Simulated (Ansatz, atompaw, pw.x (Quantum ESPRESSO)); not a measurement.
**From atom to crystal: PAW (atompaw) potential for Ga**

```json
{
 "Element": "gallium",
 "Generator": "atompaw 4.2.0.5",
 "Type": "PAW",
 "Functional": "PBE",
 "Relativity": "scalar-relativistic",
 "Frozen core": "[Ar] 3d10",
 "Valence charge": "3",
 "Reference configuration": "4s1.75 4p1.25",
 "Partial waves": "4s (bound); 4s channel at 4.7 Ry; 4p (bound); 4p channel at 3.15 Ry; 4d channel at 0.2 Ry",
 "Local potential": "bessel scheme, radius 2.00 bohr",
 "Core correction": "smooth core density matched at 1.15 bohr",
 "Augmentation charge": "sinc compensation charge, radius 2.15 bohr; PAW radius 2.30 bohr; waves and projectors: bloechl"
}
```

Crystal test: fcc Ga in pw.x 7.5, no spin, 13³ k-points, Fermi–Dirac smearing 0.01 Ry, cutoffs 40/400 Ry. The reference is all-electron LAPW (Ansatz 0.2.0) with the same functional, mesh and smearing; V0 and B0 come from Birch–Murnaghan fits to the pressures at five volumes. Errors are pseudo minus all-electron; Δ is the rms difference of the E(V) curves that follow from these fits, minima aligned, over ±6 % about the mean V0. Mesh and smearing are coarse, so the numbers serve the comparison and aren't converged zero-temperature values; the lattice is a test structure that the element need not adopt.

All-electron: a0 = 4.236 Å (V0 = 19.00 Å³/atom), B0 = 48.8 GPa.

Problem. How far does the potential miss the all-electron equation of state?

Solution. mean pressure error (GPa): -0.71; a0 (Å): 4.215; a0 error (%): -0.48; B0 error (%): +5.5; Δ (meV/atom): 2.9.

```tsv
V (Å³/atom)	P all-electron (GPa)	P pseudo (GPa)
18.074	2.74	1.99
18.549	1.23	0.50
19.025	-0.07	-0.79
19.501	-1.20	-1.88
19.976	-2.17	-2.84
```

Problem. At the middle volume, how do free energy and pressure move when the wave cutoff is lowered (ecutrho held at 400 Ry)?

Solution.

```json
{"cutoff (Ry)": "18", "shift of F (meV/atom)": "+1.0", "shift of P (GPa)": "-0.02"}
{"cutoff (Ry)": "24", "shift of F (meV/atom)": "+0.4", "shift of P (GPa)": "-0.01"}
{"cutoff (Ry)": "32", "shift of F (meV/atom)": "+0.0", "shift of P (GPa)": "-0.00"}
```

The run at the middle volume (84 k-points, 5 iterations) took about 5.3 s on one core of a shared host (Intel(R) Xeon(R) 6975P-C, 192 threads, 1488 GiB, load 79).
